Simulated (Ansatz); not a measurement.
**Ir(111) with 4 layers of random Ir-Mo, 2x2: scattering by chemical disorder**

Aim: the residual resistivity of a random alloy, from Ir(111) with 4 layers of random Ir-Mo, 2x2 and longer regions.

Method: Ansatz plane-wave DFT, PBE, PAW files; ballistic transport by layer matching (Landauer), zero bias; PAW set soft_1, in Ansatz 0.2.0.

### Step 1. The structure

The cell holds 40 atoms: 38 Ir and 2 Mo. Cell: a = 5.430 Å, b = 5.430 Å, c = 22.222 Å, α = 93.5°, β = 86.5°, γ = 120.0°. It derives from Ir. Regions: lead, 24 atoms (24 Ir); scattering region, 16 atoms (14 Ir and 2 Mo). The structure is stacked along c, and the current runs across the ab planes.

### Step 2. With 4 alloy layers

In 4 layers a share of 0.125 of the sites is given to Mo at random. The layers about the cell's end stay perfect and serve as the lead. Energies from -0.05 to 0.05 eV in steps of 0.05 eV are too few for the program's thermal sum, so it prints no conductance; for a metal the transmission near the Fermi level serves, at a fraction of the cost.

The input, input.yaml:

```yaml
crystal:
  lattice:
    - [5.4297315514, 0.0, 0.0]
    - [-2.7148657757, 4.7022854592, 0.0]
    - [1.3574328878, -0.7837142432, 22.1667862353]
  atoms:
    - { symbol: Ir, position: [0.9916666667, 0.0083333333, 0.05] }
    - { symbol: Ir, position: [0.9916666667, 0.5083333333, 0.05] }
    - { symbol: Ir, position: [0.4916666667, 0.0083333333, 0.05] }
    - { symbol: Ir, position: [0.4916666667, 0.5083333333, 0.05] }
    - { symbol: Ir, position: [0.1416666667, 0.3583333333, 0.15] }
    - { symbol: Ir, position: [0.1416666667, 0.8583333333, 0.15] }
    - { symbol: Ir, position: [0.6416666667, 0.3583333333, 0.15] }
    - { symbol: Ir, position: [0.6416666667, 0.8583333333, 0.15] }
    - { symbol: Ir, position: [0.2916666667, 0.2083333333, 0.25] }
    - { symbol: Ir, position: [0.2916666667, 0.7083333333, 0.25] }
    - { symbol: Ir, position: [0.7916666667, 0.2083333333, 0.25] }
    - { symbol: Ir, position: [0.7916666667, 0.7083333333, 0.25] }
    - { symbol: Ir, position: [0.9416666667, 0.0583333333, 0.35] }
    - { symbol: Ir, position: [0.9416666667, 0.5583333333, 0.35] }
    - { symbol: Ir, position: [0.4416666667, 0.0583333333, 0.35] }
    - { symbol: Ir, position: [0.4416666667, 0.5583333333, 0.35] }
    - { symbol: Ir, position: [0.0916666667, 0.4083333333, 0.45] }
    - { symbol: Ir, position: [0.0916666667, 0.9083333333, 0.45] }
    - { symbol: Ir, position: [0.5916666667, 0.4083333333, 0.45] }
    - { symbol: Ir, position: [0.5916666667, 0.9083333333, 0.45] }
    - { symbol: Ir, position: [0.2416666667, 0.2583333333, 0.55] }
    - { symbol: Ir, position: [0.2416666667, 0.7583333333, 0.55] }
    - { symbol: Ir, position: [0.7416666667, 0.2583333333, 0.55] }
    - { symbol: Ir, position: [0.7416666667, 0.7583333333, 0.55] }
    - { symbol: Mo, position: [0.8916666667, 0.1083333333, 0.65] }
    - { symbol: Ir, position: [0.8916666667, 0.6083333333, 0.65] }
    - { symbol: Ir, position: [0.3916666667, 0.1083333333, 0.65] }
    - { symbol: Mo, position: [0.3916666667, 0.6083333333, 0.65] }
    - { symbol: Ir, position: [0.0416666667, 0.4583333333, 0.75] }
    - { symbol: Ir, position: [0.0416666667, 0.9583333333, 0.75] }
    - { symbol: Ir, position: [0.5416666667, 0.4583333333, 0.75] }
    - { symbol: Ir, position: [0.5416666667, 0.9583333333, 0.75] }
    - { symbol: Ir, position: [0.1916666667, 0.3083333333, 0.85] }
    - { symbol: Ir, position: [0.1916666667, 0.8083333333, 0.85] }
    - { symbol: Ir, position: [0.6916666667, 0.3083333333, 0.85] }
    - { symbol: Ir, position: [0.6916666667, 0.8083333333, 0.85] }
    - { symbol: Ir, position: [0.8416666667, 0.1583333333, 0.95] }
    - { symbol: Ir, position: [0.8416666667, 0.6583333333, 0.95] }
    - { symbol: Ir, position: [0.3416666667, 0.1583333333, 0.95] }
    - { symbol: Ir, position: [0.3416666667, 0.6583333333, 0.95] }
kpoints:
  mp_grid: { grid: [5, 5, 1] }
hamiltonian:
  xc: pbe
  pseudopotentials: { kind: paw, azcp: { folder: soft_1 } }
scf:
  occupations: { method: fermi_dirac, width: 0.1 }
output:
  transmission:
    leads: [[0, 4]]
    kmesh: [10, 10]
    e_range: [-0.05, 0.05]
    de: 0.05
  write_potential: true
  write_density: true
  volumetric_format: npy
```

The run is started by

```sh
ansatz run input.yaml --threads 4 --pin off --max-ram 15360MiB --backend cpu --events-out ev --progress --plain --runs-dir out
```

Numbers of over 12 decimals in the logs are rounded to 6 here.

The log of the run:

```text
Engine: ansatz 0.2.0, aarch64-unknown-linux-gnu
Pseudopotentials: kind: paw
Pseudopotential: Ir, paw, valence charge 17, recommended cutoff 420 eV (normal), soft_1/Ir.paw.azcp
Pseudopotential: Mo, paw, valence charge 14, recommended cutoff 420 eV (normal), soft_1/Mo.paw.azcp
Functional definition: PBE
  parameter kappa = 0.804
  parameter beta = 0.066725
  exchange = pbe_x(kappa = kappa, mu = beta*pi^2/3)
  correlation = pbe_c(beta = beta)
Crystal: 40 atoms, lattice volume = 565.966 Å³
Basis set: ecut = 420 eV, 11009 PW (Γ)
Bands: 405, of which v1, the nominal top of the filled ones, is band 337 counted from 1 (336 counted from 0)
Symmetry: 8 space group operations
Space group: P2/m (ITA 10), of the structure as read, at distance tolerance 8.3e-5 Å
k-points: 9 of 25
Non-local potential: Ir, projectors of the file, l = 0: 3, l = 1: 2, l = 2: 2, l = 3: 1
Non-local potential: Mo, projectors of the file, l = 0: 3, l = 1: 2, l = 2: 2, l = 3: 1
PAW form: soft (Blöchl's): semilocal exchange-correlation on the pseudo side does not see the compensation charge
PAW one-centre angular grid: Ir, 590 points (default); XC on 64 Gauss nodes
PAW one-centre angular grid: Mo, 590 points (default); XC on 64 Gauss nodes
Initial density: superposition of atomic densities (chi_scale 0.1, normalization cell, long waves kept (reshape's long-wave potential 0.30 eV rms))
Initial wavefunctions: pseudopotential atomic-orbital guess
Functional: x = pbe(κ = 0.804, μ = 0.219515), c = pbe(β = 0.066725)
SCF iter   1: F=—  HF=-463521.017513 eV  |F-HF|=—  |Δ(HF+E_count)|=         —  Δρ=6.54e-2  dr2=2.97e2  ethr=3.10e-3  ⟨swp⟩=5.0  Hψ=11210  notcnv=0  defer=40
preconditioner: auto → Kerker (q_TF=auto, 2.809 Å⁻¹)  [metal: Δε(μ)=0.023 eV  Ē_g=6.968 eV  σ=0.100 eV  W_gap=0.06  n_scr=228 (ndim 8)  ℏωp=29.4 eV  f_vac=0.000  D(μ)=34.51/eV (n_scr^D=332)]
SCF iter   2: F=—  HF=-463516.351438 eV  |F-HF|=—  |Δ(HF+E_count)|=    4.67e0  Δρ=3.76e-2  dr2=1.35e2  ethr=3.10e-3  ⟨swp⟩=2.0  Hψ=4464  notcnv=0  defer=170
SCF iter   3: F=—  HF=-463513.873411 eV  |F-HF|=—  |Δ(HF+E_count)|=    2.48e0  Δρ=6.91e-3  dr2=8.41e0  ethr=3.10e-3  ⟨swp⟩=2.1  Hψ=6024  notcnv=0  defer=171
SCF iter   4: F=—  HF=-463513.699821 eV  |F-HF|=—  |Δ(HF+E_count)|=   1.74e-1  Δρ=2.26e-3  dr2=5.13e-1  ethr=1.25e-3  ⟨swp⟩=1.1  Hψ=4112  notcnv=0  defer=173
SCF iter   5: F=—  HF=-463513.698133 eV  |F-HF|=—  |Δ(HF+E_count)|=   1.69e-3  Δρ=8.29e-4  dr2=3.70e-2  ethr=7.60e-5  ⟨swp⟩=1.0  Hψ=3466  notcnv=0  defer=174
SCF iter   6: F=—  HF=-463513.697003 eV  |F-HF|=—  |Δ(HF+E_count)|=   1.13e-3  Δρ=1.50e-4  dr2=4.81e-4  ethr=5.49e-6  ⟨swp⟩=1.0  Hψ=3466  notcnv=0  defer=174
SCF iter   7: F=—  HF=-463513.696903 eV  |F-HF|=—  |Δ(HF+E_count)|=   1.00e-4  Δρ=4.08e-5  dr2=3.27e-5  ethr=7.13e-8  ⟨swp⟩=2.1  Hψ=4559  notcnv=0  defer=174
SCF iter   8: F=—  HF=-463513.697274 eV  |F-HF|=—  |Δ(HF+E_count)|=   3.71e-4  Δρ=1.14e-5  dr2=3.08e-6  ethr=4.86e-9  ⟨swp⟩=2.0  Hψ=5674  notcnv=0  defer=175
SCF iter   9: F=—  HF=-463513.697274 eV  |F-HF|=—  |Δ(HF+E_count)|=   1.99e-7  Δρ=2.39e-6  dr2=1.85e-7  ethr=4.57e-10  ⟨swp⟩=1.7  Hψ=4424  notcnv=0  defer=175
SCF iter  10: F=-463513.697274 eV  HF=-463513.697274 eV  |F-HF|=1.08e-8  |Δ(HF+E_count)|=   1.00e-8  Δρ=5.74e-7  dr2=1.17e-8  ethr=1.48e-11  ⟨swp⟩=7.6  Hψ=8697  notcnv=0
SCF 1 converged in 10 iterations: F = -463513.697274 eV  dr2 = 1.17e-8
  greatest PAW one-centre occupation: 1.000 electrons in one spin orbital (limit 2), on the Ir atom at site 26 (counted from 0), in its partial waves of l = 0
transmission: 124 of 1240 steps passed
transmission: 248 of 1240 steps passed
[...]
transmission: 1240 of 1240 steps passed
SCF converged after 10 iterations
Free energy (F): -463513.697274 eV
Harris-Foulkes:  -463513.697274 eV  (|F-HF|=1.08e-8)
Internal energy: -463512.573397 eV  (E = F + TS)
E sigma→0 (E₀):  -463513.135336 eV
Entropy (-TS):   -1.123876 eV (-28.097 meV/atom)
Fermi energy:    25.688283 eV
--- Per-component energies (eV) ---
  E_band       = -3209.399433
  E_kinetic    = 21390.448883
  E_local      = -43606.393378  (includes V_loc(G=0)·N_el)
  E_nonlocal   = 7511.157406
  E_hartree    = 16345.030202
  E_xc         = -9118.433788
  E_vxc        = -10216.698464  (∫ρ·V_xc dr)
  E_paw        = -358499.930474  (= ΣΔE_a)
  E_vpaw       = -10977.987968  (= ΣTr[D̂ρ^β])
  E_aug_tail   = 0.013124  (compensation charges beyond the density's cutoff)
  E_ewald      = -97534.465373
  E_smearing   = -1.123876  (= −TS)
  E_closure    = -0.000000  (closes the sum)
  Σ components = -463513.697274   (vs F -463513.697274, Δ=0.00e0)
--- Band table (eV; the first three rows and the last of 9) ---
  k-point 0: bands = [... 333 lower, 26.4230, 26.5771, 26.5787, 26.5797, 26.5891, 26.5919, 26.6162, 26.6169, ... 64 higher]
  k-point 1: bands = [... 333 lower, 25.9656, 26.0092, 26.0125, 26.0285, 26.0513, 26.1439, 26.1583, 26.1815, ... 64 higher]
  k-point 2: bands = [... 333 lower, 25.0458, 25.1582, 25.1740, 25.2170, 25.2441, 25.3763, 25.3810, 25.4045, ... 64 higher]
  k-point 8: bands = [... 333 lower, 25.0079, 25.0103, 25.0226, 25.1473, 25.1754, 25.2019, 25.3627, 25.4119, ... 64 higher]
--- Transmission ---
  basis      : 223 plane waves across, 40 finite elements along
  points     : 31, standing for a mesh of 10 x 10
  energies   : 3 from -0.050000 to 0.050000 eV about the Fermi level, 0.050000 eV apart; the leads are filled to 0.000000 eV, and channels, transmission and decay are at 0.000000 eV
  crystal 0  : Ir4, at the sites [0, 4], period 2.2167 Å, over 19.95 Å; its Hamiltonian steps by up to 1.5 meV
    offset         : up to 0.0000 Å between an atom of the period and one for which it stands
    channels       : 5.780000e0 a spin
    conductance    : none, the energies end too early or step too widely for 300 K: set another output.transmission.e_range or a lower de, or, where they end at an eighth of basis.ecutwfc, a higher one
  junction   : crystal 0 to crystal 0, 3.74 to 23.69 Å
    transmission   : 3.645429e0 a spin
    conductance    : none, the energies end too early or step too widely for 300 K: set another output.transmission.e_range or a lower de, or, where they end at an eighth of basis.ecutwfc, a higher one
```

Wall time 3.8 min (4 threads of Arm Neoverse V1, shared host); peak memory 4.5 GiB.

Reading the cycles: dr2 is the Hartree energy of the density residual (eV), the measure of convergence; HF is the Harris–Foulkes estimate of the energy, which meets the free energy F at convergence.

This step gave:

| Item | Value |
| --- | --- |
| free energy | -463513.6973 eV |
| energy at zero smearing | -463513.1353 eV |
| Fermi energy | 25.69 eV |
| cell area | 25.53 Å² |
| transmission per spin nearest the Fermi level | 3.645 |
| open channels per spin nearest the Fermi level | 5.78 |
| step of the lead's potential | 1.5 meV |

Per spin. Table of transmission, zone mean by energy, zero at the Fermi level:

```csv
energy (eV),"transmission, zone mean"
-0.0500,3.69
0.0000,3.65
0.0500,3.72
```

Per spin. The open channels, zone mean, lead by energy, zero at the Fermi level:

```csv
energy (eV),"open channels, zone mean, lead"
-0.0500,5.9
0.0000,5.78
0.0500,6.26
```

Transmission over k1 and k2. At 0.0000 eV from the Fermi level.

Values, 10 rows by 10 columns:
```
3.44 3.84 3.08 2.96 2.84 3.67 3.85 3.91 2.87 4.07
3.11 3.08 3.28 4.40 4.45 3.09 3.29 2.47 2.09 2.87
3.03 2.96 4.40 3.52 3.46 3.49 4.48 3.29 2.47 3.91
3.89 2.84 4.45 3.46 6.04 6.02 3.40 4.48 3.29 3.85
4.22 3.67 3.09 3.49 6.02 5.99 6.02 3.49 3.09 3.67
3.89 3.85 3.29 4.48 3.40 6.02 6.04 3.46 4.45 2.84
3.03 3.91 2.47 3.29 4.48 3.49 3.46 3.52 4.40 2.96
3.11 2.87 2.09 2.47 3.29 3.09 4.45 4.40 3.28 3.08
3.44 4.07 2.87 3.91 3.85 3.67 2.84 2.96 3.08 3.84
3.85 3.44 3.11 3.03 3.89 4.22 3.89 3.03 3.11 3.44
```
Columns: k1 (b1) from -0.5 to 0.4; rows upwards: k2 (b2) from -0.5 to 0.4.

Open channels over k1 and k2. At 0.0000 eV from the Fermi level.

Values, 10 rows by 10 columns:
```
6.00 6.00 5.00 4.00 5.00 6.00 6.00 6.00 6.00 6.00
5.00 5.00 6.00 7.00 7.00 6.00 5.00 5.00 6.00 6.00
5.00 4.00 7.00 5.00 5.00 5.00 7.00 4.00 5.00 6.00
6.00 5.00 7.00 5.00 8.00 8.00 5.00 7.00 5.00 6.00
6.00 6.00 6.00 5.00 8.00 8.00 8.00 5.00 6.00 6.00
6.00 6.00 5.00 7.00 5.00 8.00 8.00 5.00 7.00 5.00
5.00 6.00 5.00 4.00 7.00 5.00 5.00 5.00 7.00 4.00
5.00 6.00 6.00 5.00 5.00 6.00 7.00 7.00 6.00 5.00
6.00 6.00 6.00 6.00 6.00 6.00 5.00 4.00 5.00 6.00
6.00 6.00 5.00 5.00 6.00 6.00 6.00 5.00 5.00 6.00
```
Columns: k1 (b1) from -0.5 to 0.4; rows upwards: k2 (b2) from -0.5 to 0.4.

Over the solved energies the transmission per spin lies between 3.65 and 3.72, out of 5.98 channels of the lead on average (up to 6.26).

### Step 3. With 8 alloy layers

In 8 layers a share of 0.125 of the sites is given to Mo at random. A fresh draw is used; the growth of the resistance with length is what counts.

System of this step: Ir(111) with 8 layers of random Ir-Mo, 2x2. The cell holds 56 atoms: 52 Ir and 4 Mo. Cell: a = 5.430 Å, b = 5.430 Å, c = 31.073 Å, α = 87.5°, β = 92.5°, γ = 120.0°. It derives from Ir. Regions: lead, 24 atoms (24 Ir); scattering region, 32 atoms (28 Ir and 4 Mo). The structure is stacked along c, and the current runs across the ab planes.

The input, input.yaml:

```yaml
crystal:
  lattice:
    - [5.4297315514, 0.0, 0.0]
    - [-2.7148657757, 4.7022854592, 0.0]
    - [-1.3574328878, 0.7837142432, 31.0335007294]
  atoms:
    - { symbol: Ir, position: [0.005952381, 0.994047619, 0.0357142857] }
    - { symbol: Ir, position: [0.005952381, 0.494047619, 0.0357142857] }
    - { symbol: Ir, position: [0.505952381, 0.994047619, 0.0357142857] }
    - { symbol: Ir, position: [0.505952381, 0.494047619, 0.0357142857] }
    - { symbol: Ir, position: [0.1845238095, 0.3154761905, 0.1071428571] }
    - { symbol: Ir, position: [0.1845238095, 0.8154761905, 0.1071428571] }
    - { symbol: Ir, position: [0.6845238095, 0.3154761905, 0.1071428571] }
    - { symbol: Ir, position: [0.6845238095, 0.8154761905, 0.1071428571] }
    - { symbol: Ir, position: [0.3630952381, 0.1369047619, 0.1785714286] }
    - { symbol: Ir, position: [0.3630952381, 0.6369047619, 0.1785714286] }
    - { symbol: Ir, position: [0.8630952381, 0.1369047619, 0.1785714286] }
    - { symbol: Ir, position: [0.8630952381, 0.6369047619, 0.1785714286] }
    - { symbol: Ir, position: [0.0416666667, 0.9583333333, 0.25] }
    - { symbol: Ir, position: [0.0416666667, 0.4583333333, 0.25] }
    - { symbol: Mo, position: [0.5416666667, 0.9583333333, 0.25] }
    - { symbol: Ir, position: [0.5416666667, 0.4583333333, 0.25] }
    - { symbol: Ir, position: [0.2202380952, 0.2797619048, 0.3214285714] }
    - { symbol: Ir, position: [0.2202380952, 0.7797619048, 0.3214285714] }
    - { symbol: Ir, position: [0.7202380952, 0.2797619048, 0.3214285714] }
    - { symbol: Ir, position: [0.7202380952, 0.7797619048, 0.3214285714] }
    - { symbol: Ir, position: [0.3988095238, 0.1011904762, 0.3928571429] }
    - { symbol: Ir, position: [0.3988095238, 0.6011904762, 0.3928571429] }
    - { symbol: Ir, position: [0.8988095238, 0.1011904762, 0.3928571429] }
    - { symbol: Ir, position: [0.8988095238, 0.6011904762, 0.3928571429] }
    - { symbol: Ir, position: [0.0773809524, 0.9226190476, 0.4642857143] }
    - { symbol: Ir, position: [0.0773809524, 0.4226190476, 0.4642857143] }
    - { symbol: Ir, position: [0.5773809524, 0.9226190476, 0.4642857143] }
    - { symbol: Ir, position: [0.5773809524, 0.4226190476, 0.4642857143] }
    - { symbol: Mo, position: [0.255952381, 0.244047619, 0.5357142857] }
    - { symbol: Ir, position: [0.255952381, 0.744047619, 0.5357142857] }
    - { symbol: Ir, position: [0.755952381, 0.244047619, 0.5357142857] }
    - { symbol: Ir, position: [0.755952381, 0.744047619, 0.5357142857] }
    - { symbol: Ir, position: [0.4345238095, 0.0654761905, 0.6071428571] }
    - { symbol: Ir, position: [0.4345238095, 0.5654761905, 0.6071428571] }
    - { symbol: Ir, position: [0.9345238095, 0.0654761905, 0.6071428571] }
    - { symbol: Ir, position: [0.9345238095, 0.5654761905, 0.6071428571] }
    - { symbol: Ir, position: [0.1130952381, 0.8869047619, 0.6785714286] }
    - { symbol: Ir, position: [0.1130952381, 0.3869047619, 0.6785714286] }
    - { symbol: Mo, position: [0.6130952381, 0.8869047619, 0.6785714286] }
    - { symbol: Ir, position: [0.6130952381, 0.3869047619, 0.6785714286] }
    - { symbol: Ir, position: [0.2916666667, 0.2083333333, 0.75] }
    - { symbol: Ir, position: [0.2916666667, 0.7083333333, 0.75] }
    - { symbol: Ir, position: [0.7916666667, 0.2083333333, 0.75] }
    - { symbol: Mo, position: [0.7916666667, 0.7083333333, 0.75] }
    - { symbol: Ir, position: [0.4702380952, 0.0297619048, 0.8214285714] }
    - { symbol: Ir, position: [0.4702380952, 0.5297619048, 0.8214285714] }
    - { symbol: Ir, position: [0.9702380952, 0.0297619048, 0.8214285714] }
    - { symbol: Ir, position: [0.9702380952, 0.5297619048, 0.8214285714] }
    - { symbol: Ir, position: [0.1488095238, 0.8511904762, 0.8928571429] }
    - { symbol: Ir, position: [0.1488095238, 0.3511904762, 0.8928571429] }
    - { symbol: Ir, position: [0.6488095238, 0.8511904762, 0.8928571429] }
    - { symbol: Ir, position: [0.6488095238, 0.3511904762, 0.8928571429] }
    - { symbol: Ir, position: [0.3273809524, 0.1726190476, 0.9642857143] }
    - { symbol: Ir, position: [0.3273809524, 0.6726190476, 0.9642857143] }
    - { symbol: Ir, position: [0.8273809524, 0.1726190476, 0.9642857143] }
    - { symbol: Ir, position: [0.8273809524, 0.6726190476, 0.9642857143] }
kpoints:
  mp_grid: { grid: [5, 5, 1] }
hamiltonian:
  xc: pbe
  pseudopotentials: { kind: paw, azcp: { folder: soft_1 } }
scf:
  occupations: { method: fermi_dirac, width: 0.1 }
output:
  transmission:
    leads: [[0, 4]]
    kmesh: [10, 10]
    e_range: [-0.05, 0.05]
    de: 0.05
  write_potential: true
  write_density: true
  volumetric_format: npy
```

The log of the run:

```text
[...]
Crystal: 56 atoms, lattice volume = 792.352 Å³
Basis set: ecut = 420 eV, 15385 PW (Γ)
Bands: 564, of which v1, the nominal top of the filled ones, is band 470 counted from 1 (469 counted from 0)
Symmetry: 2 space group operations
[...]
k-points: 9 of 25 (time reversal used)
[...]
SCF iter   1: F=—  HF=-640557.943933 eV  |F-HF|=—  |Δ(HF+E_count)|=         —  Δρ=7.60e-2  dr2=1.03e3  ethr=3.10e-3  ⟨swp⟩=5.0  Hψ=15252  notcnv=0  defer=88
[...]
SCF iter  11: F=-640543.859563 eV  HF=-640543.859563 eV  |F-HF|=1.47e-8  |Δ(HF+E_count)|=   5.94e-9  Δρ=3.62e-7  dr2=1.49e-8  ethr=1.06e-11  ⟨swp⟩=8.0  Hψ=11631  notcnv=0
SCF 1 converged in 11 iterations: F = -640543.859563 eV  dr2 = 1.49e-8
[...]
transmission: 175 of 1736 steps passed
transmission: 349 of 1736 steps passed
[...]
transmission: 1736 of 1736 steps passed
SCF converged after 11 iterations
Free energy (F): -640543.859563 eV
[...]
Internal energy: -640542.370718 eV  (E = F + TS)
E sigma→0 (E₀):  -640543.115141 eV
Entropy (-TS):   -1.488845 eV (-26.587 meV/atom)
Fermi energy:    25.649849 eV
[...]
--- Band table (eV; the first three rows and the last of 9) ---
  k-point 0: bands = [... 466 lower, 26.5404, 26.5417, 26.5493, 26.5509, 26.5681, 26.5867, 26.5915, 26.5993, ... 90 higher]
  k-point 1: bands = [... 466 lower, 25.9793, 26.0010, 26.0168, 26.0350, 26.0459, 26.0644, 26.0755, 26.1030, ... 90 higher]
  k-point 2: bands = [... 466 lower, 25.0555, 25.0904, 25.1228, 25.1578, 25.1970, 25.2778, 25.2929, 25.3295, ... 90 higher]
  k-point 8: bands = [... 466 lower, 25.0141, 25.0897, 25.0965, 25.1610, 25.2088, 25.2705, 25.2892, 25.4019, ... 90 higher]
--- Transmission ---
  basis      : 223 plane waves across, 56 finite elements along
  points     : 31, standing for a mesh of 10 x 10
[...]
channels       : 5.900000e0 a spin
[...]
junction   : crystal 0 to crystal 0, 0.70 to 29.51 Å
    transmission   : 3.133178e0 a spin
[...]
```

It took 9.8 min on 4 threads; peak memory 8.1 GiB.

This step gave:

- free energy: -640543.8596 eV
- energy at zero smearing: -640543.1151 eV
- Fermi energy: 25.65 eV
- transmission per spin nearest the Fermi level: 3.133
- open channels per spin nearest the Fermi level: 5.9
- step of the lead's potential: 51.7 meV

Per spin. Transmission, zone mean against energy, zero at the Fermi level:

```csv
energy (eV),"transmission, zone mean"
-0.0500,3.24
0.0000,3.13
0.0500,3.14
```

Over the solved energies the transmission per spin lies between 3.13 and 3.24, out of 6.01 channels of the lead on average (up to 6.26). The log calls the step of a lead's potential too much.

(Continued in part 2 of 2.)

[Logs are printed without paths, hosts, clocks, repeated set-up lines and the standing remarks that a program may print on its own settings, such as how far it seeks lower states.]

[Hosts, paths, dates, database ids (printed as entryN), source tags and the programs' standing remarks are cut or masked in the printed files.]
